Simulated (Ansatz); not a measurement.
## SiO2 under changes of volume

One of the cells (18.553 Å³/atom); the others are scaled copies at fixed shape and fractional positions:

```
Si O
1.0
    -2.62334    4.77675    4.44167
     2.62334   -4.77675    4.44167
     2.62334    4.77675   -4.44167
Si O
4 8
Direct
  0.26034 0.84494 0.41540
  0.07045 0.15506 0.91540
  0.73966 0.15506 0.58460
  0.92955 0.84494 0.08460
  0.50000 0.00000 0.50000
  0.00000 0.00000 0.00000
  0.79318 0.00000 0.29318
  0.20682 0.50000 0.20682
  0.20682 0.00000 0.70682
  0.79318 0.50000 0.79318
  0.86931 0.11931 0.75000
  0.13069 0.88069 0.25000
```

The cell comes from a database or a generator and needn't be the stable form of this composition.

```yaml
Program: Ansatz 0.2.0
Functional: PBE
Potentials_or_basis: Ansatz PAW
Cutoff: "420 eV (not typed: the program's choice for these potentials)"
k_mesh: 6 × 6 × 6
Occupations: fermi-dirac, width 0.05 eV
Spin: no spin polarisation
```

| volume (Å³/atom) | energy over the lowest point (meV/atom) | pressure (GPa) | gap on the mesh (eV) | largest force (eV/Å) |
| --- | --- | --- | --- | --- |
| 17.440 | ? | ? | ? | ? |
| 17.811 | 34.67 | 9.7 | 5.59 | 0.679 |
| 18.182 | 16.07 | 6.4 | 5.55 | 0.484 |
| 18.553 | 4.72 | 3.4 | 5.49 | 0.305 |
| 18.924 | 0.00 | 0.7 | 5.42 | 0.140 |
| 19.295 | 1.22 | -1.7 | 5.34 | 0.152 |
| 19.666 | 7.89 | -4.0 | 5.24 | 0.180 |

Problem. What does the run at 17.440 Å³/atom give?

Solution. Energy over the lowest point 61.31 meV/atom; pressure 13.3 GPa; gap on the mesh 5.63 eV; largest force 0.891 eV/Å.

Worked out: A Birch-Murnaghan fit of order 3 (a polynomial in V^(-2/3)) to the other rows has its minimum at 19.03 Å³/atom with B0 = V·E''(V) = 129 GPa and B' = 4.0 at fixed shape and positions, which overstates the stiffness. It gives 61.30 meV/atom at 17.440 Å³/atom, against the run's 61.31, and -dE/dV = 13.4 GPa, against 13.3. A parabola through the other rows of the gap, of slope -0.836 eV per unit of ln V (its deformation potential) there, extrapolates to 5.62 eV, against the run's 5.63.

Energies are extrapolated to zero smearing.

A mesh can miss the band edges.
